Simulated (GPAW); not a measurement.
A run of GPAW 26.7.0 is set up as follows.

File run.py:

```python
from ase.dft.bandgap import bandgap
from ase.io import write
from ase.spacegroup import crystal
from ase.units import GPa
from gpaw import GPAW, PW, setup_paths

setup_paths.insert(0, '.')

# Au 4a
atoms = crystal(['Au'],
                basis=[[0.0, 0.0, 0.0]],
                spacegroup=225, setting=1,  # Fm-3m
                cellpar=[4.07, 4.07, 4.07, 90.0, 90.0, 90.0],
                primitive_cell=True)

calc = GPAW(mode=PW(500),
            xc='LDA',
            kpts={'size': (9, 9, 9), 'gamma': True},
            occupations={'name': 'fermi-dirac', 'width': 0.01},
            nbands=14,
            convergence={'density': 1e-05, 'energy': 1e-05},
            maxiter=150,
            txt='gpaw.txt')
atoms.calc = calc
energy = atoms.get_potential_energy()
forces = atoms.get_forces()
stress = atoms.get_stress()
calc.write('gs.gpw')
write('result.traj', atoms)
print(f'Energy: {energy:.6f} eV')
print('Forces (eV/A):')
print(forces.round(4))
print('Stress (GPa):', (stress / GPa).round(3))
print('Fermi level:', round(calc.get_fermi_level(), 4), 'eV')
print(f'Gap: {bandgap(calc)[0]:.4f} eV, direct: {bandgap(calc, direct=True)[0]:.4f} eV')
```

Potentials or basis: PAW data sets generated in the run's folder for this functional, pw.

Launch:

```console
$ gpaw-setup -f LDA Au
$ OMP_NUM_THREADS=1 python run.py
```

Question: What does it give for the pressure?

Answer: -0.2 GPa.

Question: Estimate the band gap on the k mesh.

Answer: None (metal or under the smearing width).

Caveat: with this Au data set, volumes or pressures lay over 1.5 % or 2 GPa off other programs in two to four cells of ten; the cutoff is short for stress and forces, so pressures can be off by a GPa or more. Spin-orbit coupling is left out, which matters for the levels of Au.
